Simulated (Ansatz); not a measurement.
Set up this calculation in Ansatz 0.2.0, as the native input.

```yaml
Task: band structure
Functional: PBE
Potentials_or_basis: Ansatz PAW
Cutoff: "420 eV (not typed: the program's choice for these potentials)"
k_mesh: 5 × 5 × 3
Occupations: fermi-dirac, width 0.05 eV
Spin: spin-orbit coupling, no magnetisation
Path: "[[\"G\", \"M\", \"K\", \"G\", \"A\", \"L\", \"H\", \"A\"], [\"L\", \"M\"], [\"K\", \"H\"]]"
Points_for_each_segment_of_the_path: 14
```

The system is CdSe (Cadmoselite).

```
CELL_PARAMETERS angstrom
4.30000 0.00000 0.00000
-2.15000 3.72391 0.00000
0.00000 0.00000 7.02000
ATOMIC_POSITIONS crystal
Cd 0.66667 0.33333 0.50000
Cd 0.33333 0.66667 0.00000
Se 0.66667 0.33333 0.88500
Se 0.33333 0.66667 0.38500
```

These files were run (other wordings do the same):

input.yaml

```yaml
crystal:
  lattice:
    - [4.3, 0.0, 0.0]
    - [-2.15, 3.7239092363, 0.0]
    - [0.0, 0.0, 7.02]
  atoms:
    - { symbol: Cd, position: [0.6666666667, 0.3333333333, 0.5] }
    - { symbol: Cd, position: [0.3333333333, 0.6666666667, 0.0] }
    - { symbol: Se, position: [0.6666666667, 0.3333333333, 0.885] }
    - { symbol: Se, position: [0.3333333333, 0.6666666667, 0.385] }
hamiltonian:
  xc: pbe
  pseudopotentials: { kind: paw_fr }
magnetization:
  noncollinear: true
  spin_orbit: true
kpoints:
  mp_grid: { grid: [5, 5, 3] }
  band_path:
    path:
      - [[0.0, 0.0, 0.0], [0.5, 0.0, 0.0], [0.3333333333, 0.3333333333, 0.0], [0.0, 0.0, 0.0], [0.0, 0.0, 0.5], [0.5, 0.0, 0.5], [0.3333333333, 0.3333333333, 0.5], [0.0, 0.0, 0.5]]
      - [[0.5, 0.0, 0.5], [0.5, 0.0, 0.0]]
      - [[0.3333333333, 0.3333333333, 0.0], [0.3333333333, 0.3333333333, 0.5]]
    npoints: 14
scf:
  occupations: { method: fermi_dirac, width: 0.05 }
  n_extra_bands: 10
output:
  forces: true
  stress: true
  eigenvalues: true
  fatbands: true
```

Potentials or basis: Ansatz PAW.

The run is started by

```bash
$ ansatz run input.yaml --threads 2 --pin off --max-ram 5632MiB --backend cpu --events-out ev --progress --plain --runs-dir out
```

Results of the run:

```yaml
Pressure: 3.0 GPa
Largest_force: 0.285 eV/Å
Band_gap_on_the_k_mesh: 0.58 eV, direct
Band_gap_along_the_path: 0.58 eV, direct
```

Wall time 3.7 min on 2 threads of Intel(R) Xeon(R) Processor @ 2.50GHz (Skylake/Cascade Lake) (shared host), peak memory 1.4 GiB.
